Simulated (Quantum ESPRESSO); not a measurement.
Here is a Quantum ESPRESSO 7.5 calculation.

File pw.in:

```
&CONTROL
  calculation = 'scf'
  prefix = 'pwscf'
  outdir = './tmp'
  pseudo_dir = './pseudo'
  tprnfor = .true.
  tstress = .true.
  disk_io = 'low'
/
&SYSTEM
  ibrav = 0
  nat = 2
  ntyp = 2
  ecutwfc = 84
  nbnd = 14
  occupations = 'smearing'
  smearing = 'fd'
  degauss = 0.00367493
/
&ELECTRONS
  conv_thr = 4d-10
  electron_maxstep = 120
  mixing_beta = 0.5
/
ATOMIC_SPECIES
Sr    87.6200 Sr.upf
O     15.9990 O.upf
CELL_PARAMETERS bohr
   0.0000000000    4.8496041536    4.8496041536
   4.8496041536    0.0000000000    4.8496041536
   4.8496041536    4.8496041536    0.0000000000
ATOMIC_POSITIONS bohr
Sr     4.8496041536    4.8496041536    4.8496041536
O      0.0000000000    0.0000000000    0.0000000000
K_POINTS automatic
9 9 9 0 0 0
```

The input bands.in:

```
&CONTROL
  calculation = 'bands'
  prefix = 'pwscf'
  outdir = './tmp'
  pseudo_dir = './pseudo'
  disk_io = 'low'
  verbosity = 'high'
/
&SYSTEM
  ibrav = 0
  nat = 2
  ntyp = 2
  ecutwfc = 84
  nbnd = 14
  occupations = 'smearing'
  smearing = 'fd'
  degauss = 0.00367493
/
&ELECTRONS
  conv_thr = 1d-08
  electron_maxstep = 120
  mixing_beta = 0.5
  diago_full_acc = .true.
  startingwfc = 'random'
/
ATOMIC_SPECIES
Sr    87.6200 Sr.upf
O     15.9990 O.upf
CELL_PARAMETERS bohr
   0.0000000000    4.8496041536    4.8496041536
   4.8496041536    0.0000000000    4.8496041536
   4.8496041536    4.8496041536    0.0000000000
ATOMIC_POSITIONS bohr
Sr     4.8496041536    4.8496041536    4.8496041536
O      0.0000000000    0.0000000000    0.0000000000
K_POINTS crystal
60
 0.0000000000  0.0000000000  0.0000000000 1
 0.0625000000  0.0000000000  0.0625000000 1
 0.1250000000  0.0000000000  0.1250000000 1
 0.1875000000  0.0000000000  0.1875000000 1
 0.2500000000  0.0000000000  0.2500000000 1
 0.3125000000  0.0000000000  0.3125000000 1
 0.3750000000  0.0000000000  0.3750000000 1
 0.4375000000  0.0000000000  0.4375000000 1
 0.5000000000  0.0000000000  0.5000000000 1
 0.5000000000  0.0625000000  0.5625000000 1
 0.5000000000  0.1250000000  0.6250000000 1
 0.5000000000  0.1875000000  0.6875000000 1
 0.5000000000  0.2500000000  0.7500000000 1
 0.4375000000  0.3125000000  0.7500000000 1
 0.3750000000  0.3750000000  0.7500000000 1
 0.3375000000  0.3375000000  0.6750000000 1
 0.3000000000  0.3000000000  0.6000000000 1
 0.2625000000  0.2625000000  0.5250000000 1
 0.2250000000  0.2250000000  0.4500000000 1
 0.1875000000  0.1875000000  0.3750000000 1
 0.1500000000  0.1500000000  0.3000000000 1
 0.1125000000  0.1125000000  0.2250000000 1
 0.0750000000  0.0750000000  0.1500000000 1
 0.0375000000  0.0375000000  0.0750000000 1
 0.0000000000  0.0000000000  0.0000000000 1
 0.0625000000  0.0625000000  0.0625000000 1
 0.1250000000  0.1250000000  0.1250000000 1
 0.1875000000  0.1875000000  0.1875000000 1
 0.2500000000  0.2500000000  0.2500000000 1
 0.3125000000  0.3125000000  0.3125000000 1
 0.3750000000  0.3750000000  0.3750000000 1
 0.4375000000  0.4375000000  0.4375000000 1
 0.5000000000  0.5000000000  0.5000000000 1
 0.5250000000  0.4500000000  0.5250000000 1
 0.5500000000  0.4000000000  0.5500000000 1
 0.5750000000  0.3500000000  0.5750000000 1
 0.6000000000  0.3000000000  0.6000000000 1
 0.6250000000  0.2500000000  0.6250000000 1
 0.5833333333  0.2500000000  0.6666666667 1
 0.5416666667  0.2500000000  0.7083333333 1
 0.5000000000  0.2500000000  0.7500000000 1
 0.5000000000  0.2857142857  0.7142857143 1
 0.5000000000  0.3214285714  0.6785714286 1
 0.5000000000  0.3571428571  0.6428571429 1
 0.5000000000  0.3928571429  0.6071428571 1
 0.5000000000  0.4285714286  0.5714285714 1
 0.5000000000  0.4642857143  0.5357142857 1
 0.5000000000  0.5000000000  0.5000000000 1
 0.4821428571  0.4821428571  0.5357142857 1
 0.4642857143  0.4642857143  0.5714285714 1
 0.4464285714  0.4464285714  0.6071428571 1
 0.4285714286  0.4285714286  0.6428571429 1
 0.4107142857  0.4107142857  0.6785714286 1
 0.3928571429  0.3928571429  0.7142857143 1
 0.3750000000  0.3750000000  0.7500000000 1
 0.6250000000  0.2500000000  0.6250000000 1
 0.5937500000  0.1875000000  0.5937500000 1
 0.5625000000  0.1250000000  0.5625000000 1
 0.5312500000  0.0625000000  0.5312500000 1
 0.5000000000  0.0000000000  0.5000000000 1
```

Potentials or basis: PseudoDojo 0.4.1 SR PBE standard.

Command:

```bash
$ OMP_NUM_THREADS=1 pw.x -in pw.in > pw.out
$ OMP_NUM_THREADS=1 pw.x -in bands.in > bands.out
```

Task: Estimate the band gap on the k mesh.

Result: 3.38 eV, indirect (least direct gap 3.46 eV).

Task: What does it give for the band gap along the path?

Result: 3.32 eV, indirect (least direct gap 3.39 eV).

Levels at the corners of the path, in eV from the valence-band top:
```tsv
point	band 4	band 5	band 6	band 7	band 8	band 9	band 10	band 11	band 12	band 13
Γ	-13.93	-13.93	0.00	0.00	0.00	4.06	6.28	6.28	6.28	8.47
X	-14.30	-14.30	-0.40	-0.07	-0.07	3.32	7.90	10.28	10.38	11.20
W	-14.61	-13.35	-1.11	-0.41	-0.41	6.07	6.07	8.72	11.22	11.44
K	-14.20	-13.53	-0.93	-0.56	-0.44	4.83	7.96	8.83	10.24	11.09
Γ	-13.93	-13.93	0.00	0.00	0.00	4.06	6.28	6.28	6.28	8.47
L	-14.01	-12.74	-2.15	-1.12	-1.12	6.61	8.47	8.93	8.93	12.02
U	-14.20	-13.53	-0.93	-0.56	-0.44	4.83	7.96	8.83	10.24	11.09
W	-14.61	-13.35	-1.11	-0.41	-0.41	6.07	6.07	8.72	11.22	11.44
L	-14.01	-12.74	-2.15	-1.12	-1.12	6.61	8.47	8.93	8.93	12.02
K	-14.20	-13.53	-0.93	-0.56	-0.44	4.83	7.96	8.83	10.24	11.09
U	-14.20	-13.53	-0.93	-0.56	-0.44	4.83	7.96	8.83	10.24	11.09
X	-14.30	-14.30	-0.40	-0.07	-0.07	3.32	7.90	10.28	10.38	11.20
```

A hybrid or GW would open this gap; PBE tends to underestimate it.
